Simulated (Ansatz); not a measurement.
SrTe: eigenvalues along the path

```yaml
crystal:
  lattice:
    - [0.00000, 3.35918, 3.35918]
    - [3.35918, 0.00000, 3.35918]
    - [3.35918, 3.35918, 0.00000]
  atoms:
    - { symbol: Sr, position: [0.00000, 0.00000, 0.00000] }
    - { symbol: Te, position: [0.50000, 0.50000, 0.50000] }
```

Atom numbers follow the list: Sr1, Te2.

The cell was built from the rocksalt type and relaxed in the same program, and has space group Fm-3m; it needn't be a known or the stable phase.

Spin–orbit coupling is left out, though it moves levels of the heavy atoms by tenths of an eV or more.

The calculation used Ansatz 0.2.0, DFT, PBE, all-electron LAPW, scalar-relativistic.

The runs use a Γ-centred 11×11×11 k mesh, Fermi–Dirac smearing of 0.03 eV, basis error target 0.25 meV/atom, no spin polarisation.

Path points, in fractions of the reciprocal vectors: Γ (0.000, 0.000, 0.000), X (0.500, 0.000, 0.500), U (0.625, 0.250, 0.625), K (0.375, 0.375, 0.750), L (0.500, 0.500, 0.500), W (0.500, 0.250, 0.750). Levels in eV from the valence-band top; bands 19 to 28, counted from the lowest band of the run. The gap is 1.78 eV, indirect from Γ to X (0.5, 0, 0.5).

```
# k(1/Å) point b19 b20 b21 b22 b23 b24 b25 b26 b27 b28
0.000 Γ -16.67 -16.67 -16.67 -9.90 0.00 0.00 0.00 2.75 3.32 3.32
0.067 - -16.67 -16.67 -16.67 -9.89 -0.10 -0.02 -0.02 2.83 3.29 3.37
0.134 - -16.68 -16.67 -16.67 -9.86 -0.36 -0.07 -0.07 3.02 3.20 3.50
0.200 - -16.68 -16.68 -16.68 -9.82 -0.69 -0.14 -0.14 3.06 3.20 3.71
0.267 - -16.69 -16.68 -16.68 -9.77 -1.03 -0.23 -0.23 2.90 3.37 3.99
0.334 - -16.70 -16.68 -16.68 -9.71 -1.33 -0.32 -0.32 2.73 3.52 4.15
0.401 - -16.71 -16.69 -16.69 -9.66 -1.58 -0.40 -0.40 2.55 3.66 4.24
0.468 - -16.72 -16.69 -16.69 -9.60 -1.77 -0.48 -0.48 2.39 3.81 4.33
0.534 - -16.73 -16.69 -16.69 -9.56 -1.90 -0.55 -0.55 2.23 3.94 4.43
0.601 - -16.73 -16.70 -16.70 -9.52 -1.97 -0.60 -0.60 2.10 4.04 4.53
0.668 - -16.74 -16.70 -16.70 -9.50 -2.00 -0.64 -0.64 1.99 4.08 4.62
0.735 - -16.74 -16.70 -16.70 -9.48 -1.98 -0.68 -0.68 1.90 4.04 4.70
0.802 - -16.75 -16.70 -16.70 -9.47 -1.96 -0.70 -0.70 1.84 3.95 4.77
0.868 - -16.75 -16.70 -16.70 -9.47 -1.93 -0.71 -0.71 1.80 3.86 4.81
0.935 X -16.75 -16.70 -16.70 -9.47 -1.92 -0.72 -0.72 1.78 3.83 4.82
0.959 - -16.75 -16.70 -16.70 -9.47 -1.92 -0.73 -0.72 1.79 3.84 4.83
0.982 - -16.75 -16.71 -16.70 -9.47 -1.91 -0.75 -0.72 1.82 3.86 4.84
1.006 - -16.75 -16.71 -16.70 -9.47 -1.91 -0.79 -0.73 1.85 3.90 4.87
1.030 - -16.75 -16.71 -16.70 -9.46 -1.90 -0.85 -0.74 1.90 3.95 4.90
1.053 - -16.75 -16.71 -16.70 -9.46 -1.89 -0.91 -0.75 1.97 4.02 4.94
1.077 - -16.75 -16.71 -16.70 -9.45 -1.88 -0.99 -0.77 2.04 4.09 5.00
1.101 - -16.75 -16.71 -16.70 -9.44 -1.87 -1.07 -0.78 2.12 4.18 5.06
1.124 - -16.75 -16.71 -16.70 -9.44 -1.85 -1.15 -0.80 2.21 4.28 5.13
1.148 - -16.74 -16.72 -16.70 -9.43 -1.84 -1.24 -0.82 2.30 4.39 5.21
1.171 - -16.74 -16.72 -16.70 -9.42 -1.82 -1.33 -0.84 2.40 4.49 5.30
1.195 - -16.74 -16.72 -16.70 -9.41 -1.80 -1.43 -0.86 2.50 4.60 5.40
1.219 - -16.74 -16.73 -16.70 -9.40 -1.78 -1.51 -0.88 2.61 4.70 5.50
1.242 - -16.74 -16.73 -16.70 -9.40 -1.75 -1.60 -0.90 2.72 4.79 5.57
1.266 U -16.74 -16.73 -16.69 -9.39 -1.73 -1.69 -0.92 2.84 4.86 5.49
1.307 - -16.74 -16.73 -16.69 -9.38 -1.75 -1.68 -0.93 2.92 4.88 5.34
1.348 - -16.74 -16.73 -16.69 -9.38 -1.80 -1.64 -0.97 3.03 4.86 5.15
1.389 - -16.74 -16.73 -16.70 -9.38 -1.84 -1.60 -1.02 3.17 4.78 4.99
1.430 - -16.74 -16.72 -16.70 -9.37 -1.87 -1.56 -1.07 3.33 4.61 4.91
1.470 - -16.74 -16.72 -16.70 -9.37 -1.90 -1.51 -1.12 3.52 4.39 4.88
1.511 - -16.74 -16.72 -16.70 -9.37 -1.91 -1.47 -1.16 3.72 4.16 4.87
1.552 - -16.74 -16.72 -16.70 -9.37 -1.92 -1.46 -1.18 3.92 3.96 4.86
1.593 - -16.74 -16.72 -16.70 -9.37 -1.91 -1.47 -1.16 3.72 4.16 4.87
1.634 - -16.74 -16.72 -16.70 -9.37 -1.90 -1.51 -1.12 3.52 4.39 4.88
1.675 - -16.74 -16.72 -16.70 -9.37 -1.87 -1.56 -1.07 3.33 4.61 4.91
1.716 - -16.74 -16.73 -16.70 -9.38 -1.84 -1.60 -1.02 3.17 4.78 4.99
1.757 - -16.74 -16.73 -16.69 -9.38 -1.80 -1.64 -0.97 3.03 4.86 5.15
1.798 - -16.74 -16.73 -16.69 -9.38 -1.75 -1.68 -0.93 2.92 4.88 5.34
1.839 K -16.74 -16.73 -16.69 -9.39 -1.73 -1.69 -0.92 2.84 4.86 5.49
1.909 - -16.74 -16.73 -16.69 -9.37 -1.91 -1.63 -0.97 3.22 4.97 5.23
1.980 - -16.75 -16.73 -16.69 -9.36 -2.08 -1.53 -1.00 3.63 4.93 4.96
2.051 - -16.75 -16.72 -16.68 -9.36 -2.19 -1.40 -1.02 4.09 4.69 4.80
2.122 - -16.75 -16.71 -16.68 -9.38 -2.24 -1.26 -1.01 4.43 4.57 4.65
2.193 - -16.75 -16.71 -16.68 -9.41 -2.20 -1.11 -0.98 4.18 4.42 4.47
2.264 - -16.74 -16.70 -16.68 -9.47 -2.10 -0.95 -0.91 3.96 4.21 4.29
2.335 - -16.74 -16.69 -16.67 -9.53 -1.92 -0.82 -0.78 3.77 4.01 4.10
2.405 - -16.73 -16.69 -16.67 -9.60 -1.68 -0.70 -0.61 3.61 3.83 3.90
2.476 - -16.71 -16.68 -16.67 -9.68 -1.39 -0.56 -0.45 3.49 3.68 3.69
2.547 - -16.70 -16.68 -16.67 -9.75 -1.06 -0.41 -0.30 3.41 3.48 3.55
2.618 - -16.69 -16.68 -16.67 -9.81 -0.71 -0.26 -0.18 3.27 3.36 3.45
2.689 - -16.68 -16.68 -16.67 -9.86 -0.37 -0.13 -0.08 3.05 3.33 3.38
2.760 - -16.68 -16.67 -16.67 -9.89 -0.10 -0.03 -0.02 2.84 3.32 3.33
2.831 Γ -16.67 -16.67 -16.67 -9.90 0.00 0.00 0.00 2.75 3.32 3.32
2.888 - -16.67 -16.67 -16.67 -9.89 -0.07 -0.02 -0.02 2.81 3.33 3.34
2.946 - -16.68 -16.67 -16.67 -9.87 -0.25 -0.07 -0.07 2.97 3.39 3.39
3.004 - -16.69 -16.67 -16.67 -9.84 -0.51 -0.16 -0.16 3.09 3.47 3.47
3.062 - -16.70 -16.67 -16.67 -9.79 -0.80 -0.26 -0.26 3.13 3.58 3.58
3.120 - -16.71 -16.67 -16.67 -9.74 -1.10 -0.38 -0.38 3.16 3.71 3.71
3.178 - -16.72 -16.68 -16.68 -9.68 -1.40 -0.50 -0.50 3.19 3.86 3.86
3.236 - -16.73 -16.68 -16.68 -9.62 -1.68 -0.61 -0.61 3.23 4.03 4.03
3.293 - -16.74 -16.68 -16.68 -9.55 -1.94 -0.72 -0.72 3.30 4.23 4.23
3.351 - -16.76 -16.68 -16.68 -9.49 -2.17 -0.81 -0.81 3.38 4.44 4.44
3.409 - -16.77 -16.68 -16.68 -9.43 -2.37 -0.90 -0.90 3.49 4.66 4.66
3.467 - -16.77 -16.68 -16.68 -9.38 -2.53 -0.96 -0.96 3.60 4.88 4.88
3.525 - -16.78 -16.68 -16.68 -9.34 -2.64 -1.01 -1.01 3.72 5.10 5.10
3.583 - -16.78 -16.68 -16.68 -9.31 -2.71 -1.04 -1.04 3.81 5.19 5.26
3.640 L -16.79 -16.68 -16.68 -9.31 -2.74 -1.05 -1.05 3.85 5.14 5.32
3.688 - -16.79 -16.68 -16.68 -9.31 -2.73 -1.05 -1.04 3.86 5.11 5.32
3.735 - -16.78 -16.68 -16.68 -9.31 -2.70 -1.07 -1.04 3.88 5.01 5.33
3.782 - -16.78 -16.68 -16.68 -9.31 -2.66 -1.11 -1.04 3.91 4.87 5.36
3.829 - -16.78 -16.69 -16.68 -9.32 -2.60 -1.15 -1.04 3.93 4.71 5.40
3.877 - -16.77 -16.69 -16.68 -9.33 -2.52 -1.20 -1.04 3.96 4.53 5.45
3.924 - -16.77 -16.70 -16.68 -9.33 -2.43 -1.25 -1.04 3.97 4.37 5.49
3.971 - -16.76 -16.70 -16.69 -9.34 -2.33 -1.30 -1.05 3.98 4.22 5.50
4.018 - -16.76 -16.71 -16.69 -9.35 -2.22 -1.35 -1.07 3.98 4.10 5.38
4.066 - -16.75 -16.71 -16.69 -9.36 -2.10 -1.40 -1.10 3.97 4.00 5.18
4.113 - -16.75 -16.72 -16.70 -9.36 -1.98 -1.44 -1.15 3.94 3.96 4.96
4.160 - -16.74 -16.72 -16.70 -9.37 -1.85 -1.47 -1.21 3.91 3.95 4.76
4.207 - -16.73 -16.72 -16.71 -9.37 -1.73 -1.50 -1.29 3.91 3.94 4.59
4.255 - -16.73 -16.73 -16.71 -9.38 -1.61 -1.51 -1.38 3.93 3.94 4.47
4.302 W -16.73 -16.73 -16.71 -9.38 -1.52 -1.52 -1.46 3.94 3.94 4.43
4.335 - -16.73 -16.72 -16.71 -9.38 -1.57 -1.46 -1.45 3.71 4.17 4.43
4.369 - -16.73 -16.72 -16.71 -9.38 -1.63 -1.43 -1.40 3.48 4.40 4.41
4.402 - -16.73 -16.72 -16.71 -9.39 -1.67 -1.39 -1.33 3.26 4.40 4.64
4.435 - -16.74 -16.72 -16.71 -9.40 -1.72 -1.34 -1.26 3.05 4.37 4.86
4.469 - -16.74 -16.72 -16.71 -9.40 -1.76 -1.27 -1.19 2.84 4.34 5.08
4.502 - -16.74 -16.71 -16.71 -9.41 -1.79 -1.20 -1.11 2.65 4.30 5.28
4.536 - -16.74 -16.71 -16.71 -9.42 -1.82 -1.12 -1.04 2.47 4.25 5.42
4.569 - -16.75 -16.71 -16.71 -9.44 -1.85 -1.04 -0.97 2.30 4.18 5.26
4.602 - -16.75 -16.71 -16.71 -9.44 -1.87 -0.96 -0.90 2.16 4.11 5.12
4.636 - -16.75 -16.71 -16.71 -9.45 -1.89 -0.88 -0.84 2.03 4.03 5.00
4.669 - -16.75 -16.71 -16.71 -9.46 -1.90 -0.81 -0.79 1.92 3.95 4.92
4.703 - -16.75 -16.71 -16.70 -9.47 -1.91 -0.76 -0.75 1.85 3.89 4.86
4.736 - -16.75 -16.70 -16.70 -9.47 -1.92 -0.73 -0.73 1.80 3.84 4.83
4.769 X -16.75 -16.70 -16.70 -9.47 -1.92 -0.72 -0.72 1.78 3.83 4.82
```
